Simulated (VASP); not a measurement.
The system is Y.

```
CELL_PARAMETERS angstrom
3.64740 0.00000 0.00000
-1.82370 3.15874 0.00000
0.00000 0.00000 5.73060
ATOMIC_POSITIONS crystal
Y 0.66667 0.33333 0.75000
Y 0.33333 0.66667 0.25000
```

Base run:

```yaml
Program: VASP 6.6.1
Functional: BLYP
Potentials_or_basis: VASP PAW PBE potentials, release 64 (Y_sv)
Cutoff: 520 eV
k_mesh: 8 × 8 × 5
Occupations: fermi-dirac, width 0.05 eV
Spin: no spin polarisation
```

Its results: pressure 0.8 GPa.

The run is repeated on the same cell with these changes: functional from BLYP to PBEsol. What comes out?

Pressure -2.1 GPa.

PBEsol binds more tightly than BLYP, so the same cell stands under less pressure.

Caveats: the PAW data sets were made with another functional, which shifts forces and pressure a little.

Not every run made on this cell is shown here.
